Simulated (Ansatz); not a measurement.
# Te: response to strain

Te is deformed so: equal xy, yz and zx engineering shear strains of +1 %. What stress and forces result, by LAPW, PAW and all-electron datasets made for the crystal?

Method: DFT LDA, scalar-relativistic, in Ansatz 0.2.0.

### 1 The system as given

Symmetry: C2/m, No. 12, monoclinic system. Conventional cell: a = 8.468 Å, b = 4.742 Å, c = 3.959 Å, α = 90.00°, β = 91.89°, γ = 90.00°. Around Te (site symmetry m) lie 6 Te at 2.99 to 3.25 Å. Te (site symmetry 2/m) is surrounded by 6 Te at 2.99 to 3.10 Å.

Cell or atoms stand a little off a more symmetric structure (R-3m at a tolerance of 0.3 Å), so results at this geometry aren't those of that ideal crystal.

Coordinates:

```cif
data_structure
_symmetry_space_group_name_H-M 'P 1'
_symmetry_Int_Tables_number 1
_cell_length_a 4.8529
_cell_length_b 4.8529
_cell_length_c 3.9595
_cell_angle_alpha 91.647
_cell_angle_beta 91.647
_cell_angle_gamma 58.500
_cell_volume 79.46
loop_
_atom_site_label
_atom_site_type_symbol
_atom_site_fract_x
_atom_site_fract_y
_atom_site_fract_z
_atom_site_occupancy
Te1 Te 0.67600 0.67600 0.67500 1
Te2 Te 0.32400 0.32400 0.32500 1
Te3 Te 0.00000 0.00000 0.00000 1
```

Atoms are numbered in the order of the input: Te1, Te2, Te3.

### 2 The deformed structure

Space group C2/m before, P-1 after.

### 3 Full-potential LAPW

input.yaml

```yaml
crystal:
  lattice:
    - [4.222244, -2.3500295, 0.0093145]
    - [4.245956, 2.3923705, 0.0330265]
    - [-0.11066325, 0.0191345, 3.95669775]
  atoms:
    - { symbol: Te, position: [0.676, 0.676, 0.675] }
    - { symbol: Te, position: [0.324, 0.324, 0.325] }
    - { symbol: Te, position: [0.0, 0.0, 0.0] }
kpoints:
  mp_grid: { grid: [8, 8, 8] }
  band_path:
    path:
      - [0.0, 0.0, 0.0]
      - [0.0, 0.5, 0.0]
      - [0.0, 0.0, 0.5]
      - [0.0, 0.0, 0.0]
      - [0.5, 0.5, 0.0]
      - [0.5, 0.0, -0.5]
      - [0.0, 0.0, 0.0]
      - [0.5, 0.5, -0.5]
      - [0.5, 0.0, 0.0]
    npoints: 5
scf:
  occupations: { method: fermi_dirac, width: 0.05 }
hamiltonian:
  xc: lda
  pseudopotentials: { kind: all_electron, lapw: { basis_error: 0.001 } }
output:
  forces: true
  stress: true
  eigenvalues: true
```

The run is started by

```console
$ ansatz run input.yaml --threads 1 --pin off --max-ram 6144MiB --backend cpu --events-out ev --progress --plain --runs-dir out
```

### 4 Frozen-core PAW

input.yaml

```yaml
crystal:
  lattice:
    - [4.222244, -2.3500295, 0.0093145]
    - [4.245956, 2.3923705, 0.0330265]
    - [-0.11066325, 0.0191345, 3.95669775]
  atoms:
    - { symbol: Te, position: [0.676, 0.676, 0.675] }
    - { symbol: Te, position: [0.324, 0.324, 0.325] }
    - { symbol: Te, position: [0.0, 0.0, 0.0] }
kpoints:
  mp_grid: { grid: [8, 8, 8] }
scf:
  occupations: { method: fermi_dirac, width: 0.05 }
hamiltonian:
  xc: lda
  pseudopotentials: { kind: paw }
output:
  forces: true
  stress: true
  eigenvalues: true
  efg: { contact_densities: true }
  write_density: true
  write_potential: true
  elf: true
  volumetric_format: npy
```

### 5 Datasets made for this crystal

input.yaml: that of step 4 with these lines changed.

```diff
@@ -15,3 +15,3 @@
   xc: lda
-  pseudopotentials: { kind: paw }
+  pseudopotentials: { kind: all_electron, datasets: crystal }
 output:
@@ -21,5 +21 @@
   efg: { contact_densities: true }
-  write_density: true
-  write_potential: true
-  elf: true
-  volumetric_format: npy
```

(Steps that only read results are left out.)

Q: Predict the outcome of this session. Wanted: pressure; largest shear or deviatoric stress.

The runs gave:

| quantity | value |
| --- | --- |
| pressure | LAPW 4.75, PAW 4.72, crystal datasets 4.75 GPa |
| largest shear or deviatoric stress (LAPW) | 1.08 GPa |

In words: The largest part of the stress beyond the pressure is 1.08 GPa in size, in the zz component; the atoms are carried along and not relaxed. No run of the undeformed cell stands beside it, so the pressure holds what the given cell had before the change. PAW: stress within 0.04 GPa of LAPW, forces within 1 meV/Å. Crystal datasets: stress within 0.01 GPa of LAPW, forces within 1 meV/Å. Spin-orbit coupling is left out, though the cell holds Te; in elements this heavy it can shift bands and gaps by tenths of an eV.
